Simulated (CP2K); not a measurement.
Al: single point with RPBE

Crystal: Al.

```
CELL_PARAMETERS angstrom
2.86351 0.00000 0.00000
1.43175 2.47987 0.00000
1.43175 0.82662 2.33804
ATOMIC_POSITIONS crystal
Al 0.00000 0.00000 0.00000
```

```yaml
Program: CP2K 2026.2
Task: single point
Functional: RPBE
Potentials_or_basis: POTENTIAL_UZH Al GTH-PBE-q3; TZVP-MOLOPT-PBE-GTH basis
Density_cutoff: 6123 eV
k_mesh: 11 × 11 × 11
Occupations: gaussian, width 0.02 eV
Spin: no spin polarisation
SCF_solver: diagonalisation with k points
Quickstep_method: GPW
EPS_DEFAULT: 1.0E-10
EPS_SCF: 1.0E-6
MAX_SCF: 100
SCF_GUESS: ATOMIC
k_points_reduced_by_the_point_group: yes
Mesh_centred_on_Gamma: yes
CHOLESKY: OFF
EPS_EIGVAL: 1.0E-7
MIXING_METHOD: BROYDEN_MIXING
MIXING_ALPHA: 0.4
NBUFFER: 8
NGRIDS: 5
Basis_sets: Al TZVP-MOLOPT-PBE-GTH-q3
Potentials: Al GTH-PBE-q3 of POTENTIAL_UZH
ADDED_MOS: "[8]"
REL_CUTOFF_Ry: 60 Ry
MIXING_BETA_1/bohr: 1.5 1/bohr
CUTOFF_of_the_grids: 450 Ry
```

```
Pressure               : -0.8 GPa
Band gap on the k mesh : none (metal or under the smearing width)
```

Levels at points of the mesh, in eV from the Fermi level:
| k point | band 1 | band 2 | band 3 | band 4 |
| --- | --- | --- | --- | --- |
| (0.00, 0.00, 0.00) | -11.17 | 13.49 | 13.49 | 13.49 |

It took 38 s on 1 thread of Arm Neoverse V2, on a shared host, peak memory 0.22 GiB.

Caveat: the potentials were made for another functional, which shifts forces and pressure; the basis of atomic orbitals isn't converged, which shifts pressures, moduli and gaps.
